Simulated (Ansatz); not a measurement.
A relaxation computed with Ansatz, from input to last step.

```yaml
crystal:
  lattice:
    - [9.2794480002, 0.0, 0.0]
    - [0.0, 3.00936, 0.0]
    - [0.0, 0.0, 4.7644270002]
  atoms:
    - { symbol: Cr, position: [0.639655, 0.75, 0.5228875], spin: 1.94 }
    - { symbol: Cr, position: [0.139655, 0.75, 0.9771125], spin: 1.94 }
    - { symbol: Cr, position: [0.360345, 0.25, 0.4771125], spin: 1.94 }
    - { symbol: Cr, position: [0.860345, 0.25, 0.0228875], spin: 1.94 }
    - { symbol: O, position: [0.284357, 0.75, 0.2586605], spin: -0.12 }
    - { symbol: O, position: [0.784357, 0.75, 0.2413395], spin: -0.12 }
    - { symbol: O, position: [0.715643, 0.25, 0.7413395], spin: -0.12 }
    - { symbol: O, position: [0.215643, 0.25, 0.7586605], spin: -0.12 }
    - { symbol: O, position: [0.452611, 0.75, 0.6803975] }
    - { symbol: O, position: [0.952611, 0.75, 0.8196025] }
    - { symbol: O, position: [0.547389, 0.25, 0.3196025] }
    - { symbol: O, position: [0.047389, 0.25, 0.1803975] }
basis:
  ecutwfc: 420
kpoints:
  mp_grid: { grid: [2, 6, 4] }
hamiltonian:
  xc: pbe
scf:
  occupations: { method: gaussian, width: 0.1 }
  lower_state_search: "off"
output:
  forces: true
  stress: true
  eigenvalues: true
  populations: true
magnetization:
  spin_polarized: true
relax:
  adjacent_minimum: "off"
  f_tol: 0.04
  max_steps: 70
  cell: { stress_tol: 0.4 }
```

```bash
ansatz run input.yaml --threads 1 --pin off --max-ram 2560MiB --backend cpu --events-out ev --progress --plain --runs-dir out
```

Computed with DFT PBE, scalar-relativistic, plane waves, PAW in Ansatz.

Of 8 frames 7 are shown, positions in Å and forces in eV/Å; the SCF threshold varies from step to step. Steps run on the plane waves of an earlier cell, with a Pulay correction in the pressure. The basis is chosen afresh for the last frame, the zero of the energies, and at times for earlier ones too; energy and pressure step there, also at an unchanged geometry.

```xyz
12
Lattice="9.2794 0.0000 0.0000 0.0000 3.0094 0.0000 0.0000 0.0000 4.7644" Properties=species:S:1:pos:R:3:forces:R:3 pbc="T T T" step=1 free_energy_over_end_meV_per_atom=27.91 pressure_GPa=-8.41
Cr    5.9356    2.2570    2.4913   -0.0857    0.0000   -0.3019
Cr    1.2959    2.2570    4.6554   -0.0857    0.0000    0.3019
Cr    3.3438    0.7523    2.2732    0.0857    0.0000    0.3019
Cr    7.9835    0.7523    0.1090    0.0857    0.0000   -0.3019
O     2.6387    2.2570    1.2324    0.1867    0.0000    0.2099
O     7.2784    2.2570    1.1498    0.1867    0.0000   -0.2099
O     6.6408    0.7523    3.5321   -0.1867    0.0000   -0.2099
O     2.0010    0.7523    3.6146   -0.1867    0.0000    0.2099
O     4.2000    2.2570    3.2417   -0.0805    0.0000   -0.4308
O     8.8397    2.2570    3.9049   -0.0805    0.0000    0.4308
O     5.0795    0.7523    1.5227    0.0805    0.0000    0.4308
O     0.4397    0.7523    0.8595    0.0805    0.0000   -0.4308
12
Lattice="9.2178 0.0000 0.0000 0.0000 2.9669 0.0000 0.0000 0.0000 4.7298" Properties=species:S:1:pos:R:3:forces:R:3 pbc="T T T" step=2 free_energy_over_end_meV_per_atom=11.40 pressure_GPa=-3.62
Cr    5.8935    2.2252    2.4401    0.0075    0.0000   -0.2364
Cr    1.2846    2.2252    4.6546    0.0075    0.0000    0.2364
Cr    3.3243    0.7417    2.2897   -0.0075    0.0000    0.2364
Cr    7.9331    0.7417    0.0752   -0.0075    0.0000   -0.2364
O     2.6243    2.2252    1.2539    0.1004    0.0000    0.1541
O     7.2332    2.2252    1.1110    0.1004    0.0000   -0.1541
O     6.5935    0.7417    3.4760   -0.1004    0.0000   -0.1541
O     1.9846    0.7417    3.6188   -0.1004    0.0000    0.1541
O     4.1878    2.2252    3.2407   -0.1539    0.0000   -0.2449
O     8.7967    2.2252    3.8541   -0.1539    0.0000    0.2449
O     5.0299    0.7417    1.4891    0.1539    0.0000    0.2449
O     0.4211    0.7417    0.8758    0.1539    0.0000   -0.2449
12
Lattice="9.2178 0.0000 0.0000 0.0000 2.9205 0.0000 0.0000 0.0000 4.7062" Properties=species:S:1:pos:R:3:forces:R:3 pbc="T T T" step=3 free_energy_over_end_meV_per_atom=2.61 pressure_GPa=1.02
Cr    5.8925    2.1904    2.3577    0.0101    0.0000   -0.2048
Cr    1.2836    2.1904    4.7015    0.0101    0.0000    0.2048
Cr    3.3254    0.7301    2.3485   -0.0101    0.0000    0.2048
Cr    7.9343    0.7301    0.0046   -0.0101    0.0000   -0.2048
O     2.6089    2.1904    1.3317   -0.0734    0.0000   -0.0360
O     7.2178    2.1904    1.0214   -0.0734    0.0000    0.0360
O     6.6089    0.7301    3.3745    0.0734    0.0000    0.0360
O     2.0000    0.7301    3.6848    0.0734    0.0000   -0.0360
O     4.2183    2.1904    3.2471   -0.1147    0.0000    0.0285
O     8.8272    2.1904    3.8121   -0.1147    0.0000   -0.0285
O     4.9996    0.7301    1.4590    0.1147    0.0000   -0.0285
O     0.3907    0.7301    0.8940    0.1147    0.0000    0.0285
12
Lattice="9.1883 0.0000 0.0000 0.0000 2.9236 0.0000 0.0000 0.0000 4.7320" Properties=species:S:1:pos:R:3:forces:R:3 pbc="T T T" step=4 free_energy_over_end_meV_per_atom=-0.65 pressure_GPa=0.28
Cr    5.8690    2.1927    2.2620    0.1862    0.0000   -0.0912
Cr    1.2748    2.1927    4.8360    0.1862    0.0000    0.0912
Cr    3.3193    0.7309    2.4700   -0.1862    0.0000    0.0912
Cr    7.9135    0.7309   -0.1040   -0.1862    0.0000   -0.0912
O     2.5435    2.1927    1.4802    0.0073    0.0000   -0.0194
O     7.1376    2.1927    0.8858    0.0073    0.0000    0.0194
O     6.6448    0.7309    3.2518   -0.0073    0.0000    0.0194
O     2.0507    0.7309    3.8462   -0.0073    0.0000   -0.0194
O     4.2527    2.1927    3.2971    0.0380    0.0000   -0.0844
O     8.8468    2.1927    3.8009    0.0380    0.0000    0.0844
O     4.9356    0.7309    1.4349   -0.0380    0.0000    0.0844
O     0.3415    0.7309    0.9311   -0.0380    0.0000   -0.0844
12
Lattice="9.1920 0.0000 0.0000 0.0000 2.9171 0.0000 0.0000 0.0000 4.7591" Properties=species:S:1:pos:R:3:forces:R:3 pbc="T T T" step=5 free_energy_over_end_meV_per_atom=-1.59 pressure_GPa=0.05
Cr    5.8792    2.1878    2.2168   -0.0328    0.0000   -0.0370
Cr    1.2832    2.1878    4.9219   -0.0328    0.0000    0.0370
Cr    3.3128    0.7293    2.5423    0.0328    0.0000    0.0370
Cr    7.9088    0.7293   -0.1628    0.0328    0.0000   -0.0370
O     2.5110    2.1878    1.5639    0.0107    0.0000   -0.0232
O     7.1070    2.1878    0.8156    0.0107    0.0000    0.0232
O     6.6810    0.7293    3.1952   -0.0107    0.0000    0.0232
O     2.0850    0.7293    3.9435   -0.0107    0.0000   -0.0232
O     4.2854    2.1878    3.3160    0.0082    0.0000   -0.0044
O     8.8814    2.1878    3.8227    0.0082    0.0000    0.0044
O     4.9067    0.7293    1.4431   -0.0082    0.0000    0.0044
O     0.3107    0.7293    0.9364   -0.0082    0.0000   -0.0044
12
Lattice="9.1920 0.0000 0.0000 0.0000 2.9171 0.0000 0.0000 0.0000 4.7591" Properties=species:S:1:pos:R:3:forces:R:3 pbc="T T T" step=6 free_energy_over_end_meV_per_atom=0.09 pressure_GPa=-0.25
Cr    5.8792    2.1878    2.2168   -0.0329    0.0000   -0.0370
Cr    1.2832    2.1878    4.9219   -0.0329    0.0000    0.0370
Cr    3.3128    0.7293    2.5423    0.0329    0.0000    0.0370
Cr    7.9088    0.7293   -0.1628    0.0329    0.0000   -0.0370
O     2.5110    2.1878    1.5639    0.0109    0.0000   -0.0233
O     7.1070    2.1878    0.8156    0.0109    0.0000    0.0233
O     6.6810    0.7293    3.1952   -0.0109    0.0000    0.0233
O     2.0850    0.7293    3.9435   -0.0109    0.0000   -0.0233
O     4.2854    2.1878    3.3160    0.0085    0.0000   -0.0052
O     8.8814    2.1878    3.8227    0.0085    0.0000    0.0052
O     4.9067    0.7293    1.4431   -0.0085    0.0000    0.0052
O     0.3107    0.7293    0.9364   -0.0085    0.0000   -0.0052
12
Lattice="9.1723 0.0000 0.0000 0.0000 2.9111 0.0000 0.0000 0.0000 4.7741" Properties=species:S:1:pos:R:3:forces:R:3 pbc="T T T" step=8 free_energy_over_end_meV_per_atom=0.00 pressure_GPa=0.00
Cr    5.8657    2.1833    2.2060    0.0309    0.0000    0.0155
Cr    1.2796    2.1833    4.9551    0.0309    0.0000   -0.0155
Cr    3.3066    0.7278    2.5681   -0.0309    0.0000   -0.0155
Cr    7.8927    0.7278   -0.1810   -0.0309    0.0000    0.0155
O     2.5021    2.1833    1.5842   -0.0164    0.0000    0.0077
O     7.0882    2.1833    0.8028   -0.0164    0.0000   -0.0077
O     6.6702    0.7278    3.1899    0.0164    0.0000   -0.0077
O     2.0841    0.7278    3.9713    0.0164    0.0000    0.0077
O     4.2858    2.1833    3.3290   -0.0060    0.0000    0.0092
O     8.8720    2.1833    3.8321   -0.0060    0.0000   -0.0092
O     4.8865    0.7278    1.4450    0.0060    0.0000   -0.0092
O     0.3003    0.7278    0.9420    0.0060    0.0000    0.0092
```

It took 4.5 min on 1 thread of Intel(R) Xeon(R) Platinum 8259CL CPU @ 2.50GHz (Skylake/Cascade Lake), with other jobs on the host, peak memory 0.69 GiB.

The k mesh is coarse. Moments started parallel, and an antiferromagnetic order may lie lower.